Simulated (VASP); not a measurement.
**Ge: single point with PBE**

Crystal: Ge.

```xyz
2
Lattice="-2.5745 2.5745 1.3974 2.5745 -2.5745 1.3974 2.5745 2.5745 -1.3974" Properties=species:S:1:pos:R:3 pbc="T T T"
Ge   -0.0291   -0.0055    1.3415
Ge    2.5858    0.0243    0.6717
```

This isn't the form of Ge at room conditions, which is diamond.

The cell isn't the ideal one: atoms moved at random, drawn with an rms of 0.05 Å.

* Program: VASP 6.6.1
* Task: single point
* Functional: PBE
* Potentials or basis: VASP PAW PBE potentials, release 64 (Ge_d)
* Cutoff: 520 eV
* k mesh: 11 × 11 × 11
* Occupations: fermi-dirac, width 0.05 eV
* Spin: no spin polarisation

```json
{
 "Pressure": "3.3 GPa",
 "Largest force": "0.197 eV/Å",
 "Band gap on the k mesh": "none (metal or under the smearing width)"
}
```

Forces on the atoms (eV/Å):
```
Ge   0.165  0.106  0.021
Ge  -0.165 -0.106 -0.021
```

Stress tensor (GPa, compression positive):
```
 3.81 -0.03  0.33
-0.03  2.98 -0.21
 0.33 -0.21  3.02
```

Levels at points of the mesh, in eV from the Fermi level:
```
           k point  band 10  band 11  band 12  band 13  band 14  band 15  band 16  band 17  band 18  band 19
(0.00, 0.00, 0.00)   -24.46   -13.33    -4.08    -2.38    -2.34     3.25     7.56     7.63     8.13     8.35
```

Wall time 3.6 min on 1 thread of Intel(R) Xeon(R) 6975P-C (Granite Rapids), on a shared host, peak memory 0.49 GiB.
